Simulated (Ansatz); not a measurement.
# NbC: how much do the potentials matter?

NbC in the rock-salt structure, in a typed cell, not relaxed.

```yaml
# lattice in Å, fractional positions
crystal:
  lattice:
    - [0.00000, 2.24500, 2.24500]
    - [2.24500, 0.00000, 2.24500]
    - [2.24500, 2.24500, 0.00000]
  atoms:
    - { symbol: Nb, position: [0.00000, 0.00000, 0.00000] }
    - { symbol: C, position: [0.50000, 0.50000, 0.50000] }
```

Settings of the Ansatz calculation: r2SCAN; k mesh 8×8×8; Fermi–Dirac smearing of 0.1 eV; no spin. Phonons (finite displacements in cells commensurate with each q) are harmonic and in cm⁻¹; i marks an unstable mode. Zone-centre lists hold the optical modes without the non-analytic term.

Caveats: coarse k mesh; soft modes or ε∞ of this crystal moved by over a tenth between k meshes, so they aren't converged; PseudoDojo norm-conserving files were made for PBE.

The reference is the run on all-electron PAW datasets (no frozen core) at 400 eV and 11.31 Å³ an atom: top Γ mode (cm⁻¹) 506; lowest mode at X = [0.5, 0, 0.5] (cm⁻¹) 198; top mode at X = [0.5, 0, 0.5] (cm⁻¹) 572.

**Question.** The same calculation was made on PseudoDojo norm-conserving, Ansatz norm-conserving. How far do the results move?

**Answer.** 
```tsv
potentials	cutoff (eV)	top Γ mode (cm⁻¹)	lowest mode at X = [0.5, 0, 0.5] (cm⁻¹)	top mode at X = [0.5, 0, 0.5] (cm⁻¹)
PseudoDojo norm-conserving	1116	497	195	569
Ansatz norm-conserving	1200	507	198	573
```

The largest move among the frequencies in the table is 9.5 cm⁻¹, in the top Γ mode on PseudoDojo norm-conserving.
